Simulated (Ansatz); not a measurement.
# C: the cost of one run

Computed with Ansatz 0.2.0 (DFT PBE, scalar-relativistic, unless a step's input says otherwise).

### 1 Starting point

It takes space group Fd-3m (No. 227, cubic). Conventional cell: a = 3.567 Å, b = 3.567 Å, c = 3.567 Å, α = 90.00°, β = 90.00°, γ = 90.00°. C (site symmetry -43m) is surrounded by 4 C at 1.54 Å.

Structure file:

```xyz
2
Lattice="0.0000 1.7834 1.7834 1.7834 0.0000 1.7834 1.7834 1.7834 0.0000" Properties=species:S:1:pos:R:3 pbc="T T T"
C     1.7834    1.7834    1.7834
C     2.6751    2.6751    2.6751
```

Atoms are numbered in the order of the input: C1, C2.

### 2 The deformed structure

Space group Fd-3m before, I4_1/amd after.

### 3 Full-potential LAPW

input.yaml

```yaml
crystal:
  lattice:
    - [0.0, 1.801234, 1.7834]
    - [1.801234, 0.0, 1.7834]
    - [1.801234, 1.801234, 0.0]
  atoms:
    - { symbol: C, position: [0.5, 0.5, 0.5] }
    - { symbol: C, position: [0.75, 0.75, 0.75] }
kpoints:
  mp_grid: { grid: [20, 20, 20] }
  band_path:
    path:
      - [0.0, 0.0, 0.0]
      - [0.0, 0.5, 0.5]
      - [0.25, 0.75, 0.5]
      - [0.0, 0.5, 0.0]
      - [0.0, 0.0, 0.0]
      - [0.5, 0.5, 0.0]
      - [0.3775125, 0.6224875, 0.0]
      - [-0.3775125, 0.3775125, 0.0]
      - [0.0, 0.0, 0.0]
    npoints: 5
scf:
  occupations: { method: fermi_dirac, width: 0.08 }
hamiltonian:
  xc: pbe
  pseudopotentials: { kind: all_electron, lapw: { basis_error: 0.0005 } }
output:
  forces: true
  stress: true
  eigenvalues: true
```

Run with:

```console
ansatz run input.yaml --threads 1 --pin off --max-ram 3072MiB --backend cpu --events-out ev --progress --plain --runs-dir out
```

Q: Estimate wall time and peak memory on 1 thread of Intel Xeon 6975P-C (Granite Rapids), shared host.

About 21 s, with a peak of 0.69 GiB.
